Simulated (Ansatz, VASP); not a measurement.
## Sn in VASP and in Ansatz

File INCAR:

```
PREC = Accurate
ENCUT = 520
EDIFF = 1E-7
ISMEAR = 0
SIGMA = 0.1
LREAL = False
LASPH = True
NELM = 100
ALGO = Normal
ISIF = 2
LWAVE = False
LCHARG = False
GGA = PE
IVDW = 12
NBANDS = 13
```

The input KPOINTS:

```
Automatic mesh
0
Gamma
  6 6 6
```

Contents of POSCAR:

```
Sn
1.0
   -1.8946518192      1.8946518192      1.8946518192
    1.8946518192     -1.8946518192      1.8946518192
    1.8946518192      1.8946518192     -1.8946518192
Sn
1
Direct
    0.0000000000      0.0000000000      0.0000000000
```

Input for Ansatz:

```yaml
crystal:
  lattice:
    - [-1.8946518192, 1.8946518192, 1.8946518192]
    - [1.8946518192, -1.8946518192, 1.8946518192]
    - [1.8946518192, 1.8946518192, -1.8946518192]
  atoms:
    - { symbol: Sn, position: [0.0, 0.0, 0.0] }
basis:
  ecutwfc: 420
kpoints:
  mp_grid: { grid: [6, 6, 6] }
hamiltonian:
  xc: pbe
  dispersion: d3bj
scf:
  occupations: { method: gaussian, width: 0.1 }
output:
  forces: true
  stress: true
  eigenvalues: true
```

This isn't the form of Sn at room conditions, which is tetragonal (white tin).

Alike in both runs: task single point; functional PBE; dispersion D3(BJ); k mesh 6 × 6 × 6; occupations gaussian, width 0.1 eV; no spin polarisation.

|  | VASP | Ansatz |
| --- | --- | --- |
| version | VASP 6.6.1 | Ansatz 0.2.0 |
| potentials or method | VASP PAW PBE potentials, release 64 (Sn_d) | scalar-relativistic, plane waves, PAW |
| plane-wave cutoff (eV) | 520 | 420 |
| valence electrons in the cell | 14 | 14 |

```tsv
	VASP	Ansatz	Ansatz less VASP
gap on the k mesh at the Fermi level (eV)	none	none	-
pressure (GPa)	-1.6	-1.5	+0.06
```

A gap of «none» marks a metal or a gap that the smearing closes.

Caveats: the k mesh is coarse (spacing up to 0.39 Å⁻¹), so the values aren't converged; pairwise dispersion overbinds metals, which lowers pressure and volume.
